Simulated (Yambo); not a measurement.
# AlN (F-43m) in Yambo: a series of runs, part 3 of 3

Yambo 5.3.0. Earlier steps stand in the parts before.

## 5. Optical spectrum by the Bethe-Salpeter equation, PBEsol (cell squeezed)

bse2.in reads:

```
optics
bse
bss
rim_cut
em1s
RandQpts= 1000000
RandGvec= 50 RL
Chimod= "HARTREE"
% BndsRnXs
 1 | 29 |
%
NGsBlkXs= 5 Ry
% LongDrXs
 1 | 0 | 0 |
%
BSKmod= "SEX"
BSEmod= "retarded"
BSSmod= "d"
% BSEQptR
 1 | 1 |
%
% BSEBands
 3 | 6 |
%
BSENGexx= 20 Ry
BSENGBlk= 5 Ry
% BEnRange
 0 | 20 | eV
%
% BDmRange
 0.1 | 0.1 | eV
%
BEnSteps= 200
% BLongDir
 1 | 0 | 0 |
%
BSEprop= "abs"
WRbsWF
% KfnQP_E
 1.64 | 1.0 | 1.0 |
%
```

scf.in reads:

```
&CONTROL
  calculation = 'scf'
  prefix = 'pwscf'
  outdir = './tmp'
  pseudo_dir = './pseudo'
/
&SYSTEM
  ibrav = 0
  nat = 2
  ntyp = 2
  ecutwfc = 84
  nbnd = 9
  occupations = 'smearing'
  smearing = 'fd'
  degauss = 0.00367493
  force_symmorphic = .true.
/
&ELECTRONS
  conv_thr = 4d-10
  electron_maxstep = 120
  mixing_beta = 0.5
/
ATOMIC_SPECIES
Al    26.9815 Al.upf
N     14.0070 N.upf
CELL_PARAMETERS angstrom
   0.0000000000    2.1544765148    2.1544765148
   2.1544765148    0.0000000000    2.1544765148
   2.1544765148    2.1544765148    0.0000000000
ATOMIC_POSITIONS crystal
Al     0.0000000000    0.0000000000    0.0000000000
N      0.2500000000    0.2500000000    0.2500000000
K_POINTS automatic
10 10 10 0 0 0
```

nscf.in reads:

```
&CONTROL
  calculation = 'nscf'
  prefix = 'pwscf'
  outdir = './tmp'
  pseudo_dir = './pseudo'
/
&SYSTEM
  ibrav = 0
  nat = 2
  ntyp = 2
  ecutwfc = 84
  nbnd = 124
  occupations = 'fixed'
  force_symmorphic = .true.
/
&ELECTRONS
  conv_thr = 1d-08
  diago_full_acc = .true.
  diago_thr_init = 1d-06
/
ATOMIC_SPECIES
Al    26.9815 Al.upf
N     14.0070 N.upf
CELL_PARAMETERS angstrom
   0.0000000000    2.1544765148    2.1544765148
   2.1544765148    0.0000000000    2.1544765148
   2.1544765148    2.1544765148    0.0000000000
ATOMIC_POSITIONS crystal
Al     0.0000000000    0.0000000000    0.0000000000
N      0.2500000000    0.2500000000    0.2500000000
K_POINTS automatic
6 6 6 0 0 0
```

Potentials or basis: PseudoDojo 0.4.1 SR PBEsol standard.

The run is started by

```sh
$ OMP_NUM_THREADS=1 pw.x -in scf.in > scf.out
$ OMP_NUM_THREADS=1 pw.x -in nscf.in > nscf.out
$ cd tmp/pwscf.save; p2y; mv SAVE ../..; cd ../..
$ OMP_NUM_THREADS=1 yambo
$ mkdir -p bse2; ln -s $PWD/g0w00/ndb.RIM bse2/
$ OMP_NUM_THREADS=1 yambo -F bse2.in -J bse2 -C bse2_out
$ OMP_NUM_THREADS=1 ypp -J bse2 -C bse2_out -e s -b 1
```

Yambo's report:

```text
[... sections 02.01 to 02.04 as in the set-up run ...]

  [02.05] Energies & Occupations
  ==============================

  [X] === General ===
  [X] Electronic Temperature                        :  0.000000  0.000000 [eV K]
  [X] Bosonic    Temperature                        :  0.000000  0.000000 [eV K]
  [X] Finite Temperature mode                       : no
  [X] El. density                                   :  0.39998E+24 [cm-3]
  [X] Fermi Level                                   :  7.294903 [eV]

  [X] === Gaps and Widths ===
  [X] Conduction Band Min                           :  3.207085 [eV]
  [X] Valence Band Max                              :  0.000000 [eV]
  [X] Filled Bands                                  :   4
  [X] Empty Bands                                   :    5  124
  [X] Direct Gap                                    :  4.481904 [eV]
  [X] Direct Gap localized at k                     :  1
  [X] Indirect Gap                                  :  3.207085 [eV]
  [X] Indirect Gap between kpts                     :   1  13
  [X] Last valence band width                       :  2.631424 [eV]
  [X] 1st conduction band width                     :  4.888216 [eV]

 [03] Transferred momenta grid and indexing
 ==========================================

 [BZ sampling] Q-grid is User defined and/or read from the database

 IBZ Q-points                                      :  16
 BZ  Q-points                                      :  216

 K/Q-points units:
 rlu = crystal or reduced units; cc = cartesian coordinates; iku = interal k-units

 Q [ 1]         [rlu]:  0.000000  0.000000  0.000000
 Q [ 2]         [rlu]:  0.35703E-17  0.35703E-17  0.16667
 Q [ 3]         [rlu]:  0.10253E-16  0.10253E-16  0.33333
 Q [ 4]         [rlu]: -0.81599E-17 -0.81599E-17 -0.50000
 Q [ 5]         [rlu]: -0.17360E-16  0.16667      0.16667
 Q [ 6]         [rlu]: -0.10307E-16  0.16667      0.33333
 Q [ 7]         [rlu]:  0.71407E-17  0.16667      0.50000
 Q [ 8]         [rlu]: -0.81599E-17  0.16667     -0.33333
 Q [ 9]         [rlu]: -0.10253E-16  0.16667     -0.16667
 Q [10]         [rlu]: -0.34721E-16  0.33333      0.33333
 Q [11]         [rlu]:  0.25753E-17  0.33333      0.50000
 Q [12]         [rlu]: -0.76017E-16  0.33333     -0.33333
 Q [13]         [rlu]: -0.18740E-17 -0.50000     -0.50000
 Q [14]         [rlu]:  0.166667  0.333333  0.500000
 Q [15]         [rlu]:  0.166667  0.333333 -0.333333
[... 231 lines left out ...]
     [K] Kernel`s coupling                            : no
     [K] Exchange                                     : no [cpl]
     [K] Correlation                                  : no [cpl]
     [K] W interaction is bare                        : no
     [K] ALDA kernel in R-space                       : no
     [K] RL vectors                                   :  229 [exchange]
     [K] RL vectors                                   :   51 [correlation]
     [K] E/h energy range                             : -1.000000 -1.000000 [eV]
     [K] Coupling range                               :  100.0000  100.0000 [o/o]
     [W] Interaction is diagonal                      : no
     [W] Matrix size                                  :   51
     [W] Bands                                        :   1  29
     [W] e/h energy range                             : -1.000000 -1.000000 [eV]
     [W] Poles                                        :  100.0000 [o/o]
     [W] RL vectors in the sum                        :  2397
     [W] [r,Vnl] included                             : yes
     [W] Field direction                              :  0.100000E-4   0.00000      0.00000
     [W] Coulomb Cutoff                               : none
     [W] Hxc Kernel                                   : HARTREE
     [RIM] RL components                              :   51 [col]
     [RIM] Random points                              :  1000000 [col]
     [SOC] Perturbative SOC                           : no
     [K] Kernel long-range exchange                   : BAR

    [08.01.05.03] Wave-Function Phases
    ==================================

    [BSE] WF phases found       :  67.41536 [o/o]

   [08.01.06] BSE solver(s) @q1
   ============================

   [08.01.07] Diago Solver @q1
   ===========================

   [WR./bse2//ndb.BS_diago_Q1]-----------------------------------------------------
    BS kernel          energies                      : Perdew, Burke & Ernzerhof SOL(X)+Perdew, Burke & Ernzerhof SOL(C)+ user defined corrections @E
    [K] Identifier                                   :   8150
    [K] Dimension                                    :   864
    [K] Bands                                        :   3   6
    [K] Exchange                                     : yes [res]
    [K] Correlation                                  : yes [res]
    [K] Kernel`s coupling                            : no
    [K] Exchange                                     : no [cpl]
    [K] Correlation                                  : no [cpl]
    [K] W interaction is bare                        : no
    [K] ALDA kernel in R-space                       : no
    [K] RL vectors                                   :  229 [exchange]
    [K] RL vectors                                   :   51 [correlation]
    [K] E/h energy range                             : -1.000000 -1.000000 [eV]
    [K] Coupling range                               :  100.0000  100.0000 [o/o]
    [W] Interaction is diagonal                      : no
    [W] Matrix size                                  :   51
    [W] Bands                                        :   1  29
    [W] e/h energy range                             : -1.000000 -1.000000 [eV]
    [W] Poles                                        :  100.0000 [o/o]
    [W] RL vectors in the sum                        :  2397
    [W] [r,Vnl] included                             : yes
    [W] Field direction                              :  0.100000E-4   0.00000      0.00000
    [W] Coulomb Cutoff                               : none
    [W] Hxc Kernel                                   : HARTREE
    [RIM] RL components                              :   51 [col]
    [RIM] Random points                              :  1000000 [col]
    [SOC] Perturbative SOC                           : no
    [K] Kernel long-range exchange                   : BAR
    [BSS] Eigenstates included                       : yes
    [BSS] Field direction                            :  0.100000E-4   0.00000      0.00000
    [BSS] Eigenstates computed                       :   864
    [BSS] Number of BSE matrices                     :  1
```

Run time: 65 s. Hardware: 1 thread of Arm Neoverse V2, shared host; peak memory 0.29 GiB.

What came out:

```
Band gap on the k mesh, mean-field level : 3.21 eV, indirect (least direct gap 4.48 eV)
Exciton binding energy                   : 0.50 eV
Lowest exciton energy                    : 5.62 eV
Lowest bright exciton energy             : 5.62 eV
```

Dielectric function (along the field direction of the input):
| energy (eV) | real part | imaginary part |
| --- | --- | --- |
| 0.30 | 3.78 | 0.00 |
| 0.80 | 3.81 | 0.01 |
| 1.31 | 3.86 | 0.01 |
| 1.81 | 3.94 | 0.02 |
| 2.31 | 4.05 | 0.03 |
| 2.81 | 4.21 | 0.04 |
| 3.32 | 4.42 | 0.05 |
| 3.82 | 4.72 | 0.07 |
| 4.32 | 5.16 | 0.11 |
| 4.82 | 5.87 | 0.19 |
| 5.33 | 7.41 | 0.60 |
| 5.83 | 7.38 | 1.51 |
| 6.33 | 4.71 | 3.07 |
| 6.83 | 16.37 | 7.35 |
| 7.34 | -6.49 | 5.84 |
| 7.84 | 1.61 | 3.63 |
| 8.34 | 0.31 | 13.77 |
| 8.84 | -4.09 | 5.28 |
| 9.35 | -4.73 | 3.61 |
| 9.85 | -0.37 | 1.45 |
| 10.35 | 2.22 | 1.42 |
| 10.85 | -2.91 | 2.42 |
| 11.36 | 0.42 | 3.95 |
| 11.86 | 0.01 | 2.84 |
| 12.36 | -2.26 | 3.77 |
| 12.86 | -1.89 | 1.15 |
| 13.37 | -1.89 | 0.85 |
| 13.87 | -1.60 | 0.32 |
| 14.37 | -1.36 | 0.42 |
| 14.87 | -0.97 | 0.10 |
| 15.38 | -0.63 | 0.05 |
| 15.88 | -0.42 | 0.04 |
| 16.38 | -0.26 | 0.03 |
| 16.88 | -0.13 | 0.02 |
| 17.39 | -0.03 | 0.02 |
| 17.89 | 0.06 | 0.02 |
| 18.39 | 0.14 | 0.01 |
| 18.89 | 0.20 | 0.01 |
| 19.40 | 0.26 | 0.01 |
| 20.00 | 0.32 | 0.01 |

Lowest exciton energies (eV): 5.62, 5.62, 6.16, 6.16, 6.16, 6.17, 6.17, 6.17

Excitons:
```tsv
energy (eV)	strength (relative to the strongest)
5.619	0.083
5.619	0.13
6.159	3e-08
6.159	1.2e-07
6.160	1.5e-09
6.172	0.03
6.173	0.46
6.173	0.037
6.992	0.35
7.006	0.27
7.006	1
7.121	5.4e-08
```

Caveat: the k mesh is coarse (spacing up to 0.42 Å⁻¹), so the values aren't converged; the scissor is the correction of the direct gap in an earlier G0W0 run on the same states; exciton energies and binding change strongly with the k mesh and aren't converged on this one; spectra need much finer meshes, so this one isn't converged. A k mesh can miss the band edges.
